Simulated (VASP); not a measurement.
Wanted: the native input for a VASP 6.6.1 run.

| Quantity | Value |
| --- | --- |
| Task | single point |
| Functional | PBEsol |
| Potentials or basis | VASP PAW PBE potentials, release 64 (Si) |
| Cutoff | 520 eV |
| k mesh | 12 × 12 × 6 |
| Occupations | gaussian, width 0.05 eV |
| Spin | no spin polarisation |
| Dipole correction | no |
| Further INCAR settings | ALGO = Fast; EDIFF = 1e-06; NBANDS = 16 |

The structure of Si lies in POSCAR:

```
Si
1.0
    3.8313174605      0.0000000000      0.0000000000
   -1.9156587303      3.3180182508      0.0000000000
    0.0000000000      0.0000000000      6.3326220002
Si
4
Direct
    0.3333333300      0.6666666700      0.1222266773
    0.6666666700      0.3333333300      0.5630095000
    0.3333333300      0.6666666700      0.4369905000
    0.6666666700      0.3333333300      0.9369905000
```

This isn't the form of Si at room conditions, which is diamond.

The cell isn't the ideal one: one atom moved.

One way to write it, as run:

INCAR

```
SYSTEM = Si
PREC = Accurate
ENCUT = 520
EDIFF = 1E-6
ISMEAR = 0
SIGMA = 0.05
LREAL = .FALSE.
LASPH = .TRUE.
NELM = 100
ALGO = Fast
ISIF = 2
LWAVE = .FALSE.
LCHARG = .FALSE.
GGA = PS
NBANDS = 16
```

KPOINTS

```
regular mesh
0
G
  12 12 6
  0 0 0
```

Potentials or basis: VASP PAW PBE potentials, release 64 (Si).

Command:

```console
$ cat potpaw_PBE.64/Si/POTCAR > POTCAR
$ mpirun -np 1 vasp_std > vasp.out
```

Results of the run:

| Item | Value |
| --- | --- |
| Pressure | 3.6 GPa |
| Largest force | 8.677 eV/Å |
| Band gap on the k mesh | none (metal or under the smearing width) |

Caveat: the PAW data sets were made with another functional, which shifts forces and pressure a little.

Wall time 69 s on 1 thread of Intel(R) Xeon(R) Platinum 8488C (Sapphire Rapids), with other jobs on the host, peak memory 0.24 GiB.
